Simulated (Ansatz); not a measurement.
# KTaO3: how strain makes field gradients

```
CELL_PARAMETERS angstrom
3.98830 0.00000 0.00000
0.00000 3.98830 0.00000
0.00000 0.00000 3.98830
ATOMIC_POSITIONS crystal
K 0.50000 0.50000 0.50000
Ta 0.00000 0.00000 0.00000
O 0.50000 0.00000 0.00000
O 0.00000 0.50000 0.00000
O 0.00000 0.00000 0.50000
```

Atom numbers follow the list: K1, Ta2, O3, O4, O5.

The conventional cell has a = 3.988 Å, b = 3.988 Å, c = 3.988 Å, α = 90.00°, β = 90.00°, γ = 90.00°. K (atom 1) is surrounded by 12 O at 2.82 Å. Ta (atom 2) has 6 O at 1.99 Å as nearest neighbours. Around O (atom 3) lie 2 Ta at 1.99 Å.

The geometry is COD entry 2102087, unchecked; take it as a test cell.

Level of theory: Ansatz 0.2.0, DFT, PBE, all-electron PAW with datasets made for the crystal, scalar-relativistic.

Settings: a Γ-centred 5×5×5 k mesh, Fermi–Dirac smearing of 0.01 eV, cutoff 540 eV (chosen by the program for this cell), no spin polarisation.

The strain is applied along the Cartesian axes of the cell as listed (γ is the engineering shear, twice εxy = εyz = εzx). Fractional coordinates are held (clamped ions).

The columns are Cartesian components of the electric field gradient at the nuclei, in 10²¹ V/m².

No spin–orbit coupling: at heavy atoms the gradients can be off by tens of per cent for that reason.

Only quantities that a quadratic follows smoothly over the whole series are listed; rougher ones are left out.

```csv
γ,Vxy at K1,Vxy at Ta2,Vxy at O3
-0.0300,-0.19,3.81,-0.38
-0.0200,-0.14,2.54,-0.26
-0.0100,-0.07,1.27,-0.13
0.0000,0.00,0.00,0.00
0.0200,0.18,-2.52,0.26
0.0300,0.28,-3.77,0.40
```

(1) Fit the series and give the gradient–strain slopes.

(2) One run, at γ = 0.0100, is withheld. Predict its row.

Answers

(1) Least-squares fits y = p0 + p1 x + p2 x² to the rows give Vxy at K1: p1 = 7.88, p2 = 48; Vxy at Ta2: p1 = -126, p2 = 20; Vxy at O3: p1 = 13, p2 = 12. The slopes p1 are in 10²¹ V/m² per unit strain, for clamped ions.

(2) The fits give 0.08, -1.26, 0.13; the run gave 0.08, -1.26, 0.13.
